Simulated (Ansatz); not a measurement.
GaP: pressure against volume scale

All results are calculated (Ansatz 0.2.0). Periodic Kohn-Sham DFT of a crystal at fixed atoms, scaled to volume_scale times the given cell; pressure positive in compression, energy less spherical unpolarised free atoms, largest_vzz the field gradient of largest size among the nuclei.

The cell before it is scaled or strained (space group F-43m, No. 216):
```
CELL_PARAMETERS angstrom
0.00000 2.72530 2.72530
2.72530 0.00000 2.72530
2.72530 2.72530 0.00000
ATOMIC_POSITIONS crystal
Ga 0.00000 0.00000 0.00000
P 0.75000 0.75000 0.75000
```

Settings of every row: method frozen-core PAW; functional PBEsol; relativity scalar; k mesh 12x12x12; filling fermi-dirac; smearing width 0.08 eV; wave cutoff 420 eV; paw set soft_2.

Atom start moment: 0 on all atoms.

Limits: PAW files made with PBE.

```
row  volume scale  V (Å³/atom)  pressure (GPa)
  1          0.94       19.027           5.309
  2          0.96       19.432           3.138
  3          0.98       19.834           1.192
  4          0.99       20.037           0.296
  5             1        20.24          -0.552
  6          1.01       20.442          -1.354
  7          1.02       20.646               ?
  8          1.04       21.049           -3.51
  9          1.06       21.456          -4.759
```

Question: what pressure should row 7 give?

Worked fit of pressure. Take u = (V_r/V)^(2/3) − 1 with V_r = 20.139 Å³ an atom, which is twice the finite (Eulerian) strain; such expansions in the strain, on which the Birch-Murnaghan equation of state is built, carry the rest volume and the bulk modulus. The shown rows have u = 0.03859, 0.02411, 0.01023, 0.00339, -0.00333, -0.00991, -0.02903, -0.04135. Least squares give pressure = −0.1367 + 126.911 × u + 367.15 × u² GPa; a straight line predicts inner rows, each left out in turn, worse (root mean square 0.19 against 0.0053 GPa). The rows lie off it by 0.001, 0.001, -0.008, -0.002, 0.003, 0.004, 0.002, -0.002 (root mean square 0.0036 GPa). The pressure vanishes at u = 0.0011, or V = 20.11 Å³ an atom, and there the bulk modulus at fixed shape and fractions is B = −V dP/dV = (2/3)(1 + u) dP/du = 85.2 GPa. The withheld row has u = -0.01644, so the fit gives −0.1367 + 126.911 × (-0.01644) + 367.15 × (-0.01644)² = -2.124 GPa.

The calculation gave -2.113 GPa. The fit lies 0.011 GPa (0.11 % of the column's range) below it; its largest miss of a shown row is 0.008 GPa.
